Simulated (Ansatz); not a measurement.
**Li2S: pressure series**

Take Li2S in the anti-fluorite structure (space group Fm-3m, No. 225; a = 5.655 Å) as the base.

Cell and atoms are relaxed at each pressure.

Computed with PBEsol/PAW in Ansatz (an electronic-structure program), scalar-relativistic without spin-orbit coupling.

| pressure (GPa) | volume per atom (Å³/atom) |
|---|---|
| -2 | 15.876 |
| -1 | 15.445 |
| 0 | 15.069 |
| 0.3 | ? |
| 0.7 | 14.828 |
| 1.5 | 14.572 |
| 5 | 13.659 |
| 7.5 | 13.143 |
| 10 | 12.703 |

Fit the third-order Birch–Murnaghan form P(V) = (3B₀/2)[(V₀/V)^(7/3) − (V₀/V)^(5/3)]·[1 + (3/4)(B₀′ − 4)((V₀/V)^(2/3) − 1)] (squares taken in P) to the rows shown and predict the withheld row.

Least squares on the printed values gives V₀ = 15.067 Å³/atom, B₀ = 42.2 GPa, B₀′ = 3.8; this predicts 14.962 Å³/atom, and the run gives 14.964 Å³/atom, 0.002 higher.

Load acts through the strain it causes; cell and atoms are relaxed under it. Whether these cells are dynamically stable was not tested. No other phases were tried under pressure.
